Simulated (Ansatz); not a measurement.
# simple cubic against fcc along group 4

The calculation used DFT, revPBE, plane waves (420 eV) with PAW, scalar-relativistic in Ansatz 0.2.0. (PAW data from PBE, frozen cores regenerated.)

Each structure is relaxed within its symmetry, in the lowest magnetic state of the tried starts. Differences under about 8 meV lie within the error of the k-point mesh.

| element | E(simple cubic) − E(fcc) (meV/atom) | V(simple cubic) (Å³/atom) | V(fcc) (Å³/atom) | state of simple cubic | state of fcc |
| --- | --- | --- | --- | --- | --- |
| Ti | 787 | 19.00 | 17.81 | spin not included | spin not included |
| Zr | ? | ? | ? | ? | ? |
| Hf | 1020 | 25.42 | 23.05 | spin not included | spin not included |

Q: Fill in the row of Zr.

A: E(simple cubic) − E(fcc) (meV/atom): 844; V(simple cubic) (Å³/atom): 25.25; V(fcc) (Å³/atom): 23.64; state of simple cubic: spin not included; state of fcc: spin not included.
